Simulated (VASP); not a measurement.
**CdS (Hawleyite): relaxation of cell and atoms with PBEsol**

Crystal: CdS (Hawleyite).

```
Cd S
1.0
     0.00000    2.91846    2.91846
     2.91846    0.00000    2.91846
     2.91846    2.91846    0.00000
Cd S
1 1
Direct
  0.00000 0.00000 0.00000
  0.25000 0.25000 0.25000
```

```yaml
Program: VASP 6.6.1
Task: relaxation of cell and atoms
Functional: PBEsol
Potentials_or_basis: VASP PAW PBE potentials, release 64 (Cd, S)
Cutoff: 600 eV
k_mesh: 8 × 8 × 8
Occupations: gaussian, width 0.03 eV
Spin: no spin polarisation
Further_INCAR_settings: ALGO = Normal; EDIFF = 1e-07; IBRION = 2; EDIFFG = -0.005; NSW = 90; ISIF = 3
```

```yaml
Relaxed_volume: 24.84 Å³/atom
Relaxed_cell: a = 4.126 Å, b = 4.126 Å, c = 4.126 Å, α = 60.00°, β = 60.00°, γ = 60.00°
Space_group_after_relaxing_to_0.05_Å: F-43m (No. 216)
Energy_gained_by_relaxing: 0.0 meV/atom
Ionic_steps: 2
Pressure_after_relaxing: 0.0 GPa
Band_gap_on_the_k_mesh: 1.01 eV, direct
```

Final structure:
```
Cd S
1.0
     0.00000    2.91764    2.91764
     2.91764    0.00000    2.91764
     2.91764    2.91764    0.00000
Cd S
1 1
Direct
  0.00000 0.00000 0.00000
  0.25000 0.25000 0.25000
```

Levels at points of the mesh, in eV from the valence-band top:
```csv
k point,band 7,band 8,band 9,band 10,band 11,band 12
"(0.00, 0.00, 0.00)",0.00,0.00,0.00,1.01,6.45,6.45
"(0.50, 0.00, 0.00)",-4.47,-0.76,-0.76,2.89,6.91,6.91
"(0.50, 0.50, 0.00)",-4.01,-1.91,-1.91,3.39,4.25,9.07
```

Run time: 8.4 s on 4 MPI ranks on Intel(R) Xeon(R) 6975P-C (Granite Rapids), on a shared host, peak memory 0.22 GiB a rank.

Caveat: the PAW data sets were made with another functional, which shifts forces and pressure a little.
